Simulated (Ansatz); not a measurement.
Ansatz input

```yaml
crystal:
  lattice:
    - [4.2429512162, 0.0, 0.0]
    - [-2.1214756081, 3.6745035403, 0.0]
    - [0.0, 0.0, 4.5210566921]
  atoms:
    - { symbol: Te, position: [0.3333333333, 0.6666666667, 0.25] }
    - { symbol: Te, position: [0.6666666667, 0.3333333333, 0.75] }
hamiltonian:
  xc: rpbe
  pseudopotentials:
    kind: paw
    azcp:
      Te: "pseudopotentials/Te.paw.azcp"
basis:
  ecutwfc: 420
  fft_grid_basis: typed
kpoints:
  mp_grid: { grid: [10, 10, 8], shift: [0, 0, 0] }
magnetization:
  spin_polarized: false
scf:
  occupations: { method: fermi_dirac, width: 0.1 }
  lower_state_search: "off"
output:
  stress: true
```

and its output:

```
Engine: ansatz 0.2.0, aarch64-unknown-linux-gnu
Pseudopotentials: kind: paw
Pseudopotential: Te, paw, valence charge 16, recommended cutoff 420 eV (normal) 
Functional definition: RPBE
  parameter kappa = 0.804
  parameter beta = 0.06672455060314922
  exchange = rpbe_x(kappa = kappa, mu = beta*pi^2/3)
  correlation = pbe_c(beta = beta)
Crystal: 2 atoms, lattice volume = 70.487 Å³
Basis set: ecut = 420 eV, 1413 PW (Γ)
Bands: 20, of which v1, the nominal top of the filled ones, is band 16 counted from 1 (15 counted from 0)
Symmetry: 24 space group operations
Space group: P63/mmc (ITA 194), of the structure as read, at distance tolerance 4.1e-5 Å
k-points: 70 of 800
Non-local potential: Te, projectors of the file, l = 0: 2, l = 1: 2, l = 2: 2, l = 3: 2
PAW form: soft (Blöchl's): semilocal exchange-correlation on the pseudo side does not see the compensation charge
PAW frozen core: Te, regenerated for the run's functional, and the local potential with it (the file was generated under x = pbe(κ = 0.804, μ = 0.2195149727645171), c = pbe(β = 0.06672455060314922))
PAW one-centre angular grid: Te, 590 points (default); XC on 64 Gauss nodes
Initial density: superposition of atomic densities (neutral atoms: chi_scale 0, normalization atom), corrected by the library's trained network
Initial wavefunctions: pseudopotential atomic-orbital guess
Functional: x = rpbe, c = pbe(β = 0.06672455060314922)
SCF iter   1: F=—  HF=-13977.196165 eV  |F-HF|=—  |Δ(HF+E_count)|=         —  Δρ=2.05e-3  dr2=1.31e-3  ethr=1.77e-3  ⟨swp⟩=6.0  Hψ=6976  notcnv=0
SCF iter   2: F=—  HF=-13977.198259 eV  |F-HF|=—  |Δ(HF+E_count)|=   2.09e-3  Δρ=8.41e-4  dr2=4.48e-4  ethr=4.08e-6  ⟨swp⟩=2.5  Hψ=3334  notcnv=0
SCF iter   3: F=—  HF=-13977.197923 eV  |F-HF|=—  |Δ(HF+E_count)|=   3.36e-4  Δρ=2.09e-4  dr2=1.89e-5  ethr=1.40e-6  ⟨swp⟩=2.0  Hψ=2527  notcnv=0
SCF iter   4: F=—  HF=-13977.197988 eV  |F-HF|=—  |Δ(HF+E_count)|=   6.47e-5  Δρ=3.19e-5  dr2=5.42e-7  ethr=5.89e-8  ⟨swp⟩=2.0  Hψ=1874  notcnv=0
iter 5 did not close the SCF: its close was put off for the readings that it lacked (scf_convergence_deferred on its scf_iter line)
SCF iter   5: F=-13977.197988 eV  HF=-13977.197988 eV  |F-HF|=5.32e-9  |Δ(HF+E_count)|=   3.79e-7  Δρ=5.68e-6  dr2=2.65e-8  ethr=1.69e-9  ⟨swp⟩=2.0  Hψ=2533  notcnv=0
SCF iter   6: F=-13977.197988 eV  HF=-13977.197988 eV  |F-HF|=1.84e-10  |Δ(HF+E_count)|=   2.05e-8  Δρ=9.80e-7  dr2=7.53e-10  ethr=8.29e-11  ⟨swp⟩=3.0  Hψ=4869  notcnv=0
SCF 1 converged in 6 iterations: F = -13977.197988 eV  dr2 = 7.53e-10
SCF converged after 6 iterations
Free energy (F): -13977.197988 eV
Harris-Foulkes:  -13977.197988 eV  (|F-HF|=1.84e-10)
Internal energy: -13977.154639 eV  (E = F + TS)
E sigma→0 (E₀):  -13977.176314 eV
Entropy (-TS):   -0.043349 eV (-21.674 meV/atom)
Fermi energy:    8.161201 eV
--- Per-component energies (eV) ---
  E_band       = -544.531797
  E_kinetic    = 356.442609
  E_local      = -2529.988647  (includes V_loc(G=0)·N_el)
  E_nonlocal   = -623.278047
  E_hartree    = 1607.152743
  E_xc         = -246.675421
  E_vxc        = -204.928336  (∫ρ·V_xc dr)
  E_paw        = -9341.284886  (= ΣΔE_a)
  E_vpaw       = -757.084937  (= ΣTr[D̂ρ^β])
  E_aug_tail   = -0.000364  (compensation charges beyond the density's cutoff)
  E_ewald      = -3199.444657
  E_core_change = -0.077969  (= ΣΔE_core)
  E_smearing   = -0.043349  (= −TS)
  E_closure    = 0.000000  (closes the sum)
  Σ components = -13977.197988   (vs F -13977.197988, Δ=0.00e0)
--- Stress (GPa, compression-positive) ---
       -2.222455      -0.000000      -0.000000
        0.000000      -2.222455      -0.000000
       -0.000000      -0.000000      -4.145115
  P = ⅓ Tr σ = -2.8633 GPa (-28.633 kbar)
```

Launched by

```sh
ansatz run input.yaml --threads 2 --pin off --max-ram 5120MiB --backend cpu --events-out ev --progress --plain --runs-dir out
```

On 2 threads of Arm Neoverse V1 (shared host) this took about 2.5 s of wall time and 4.8 s of CPU time.
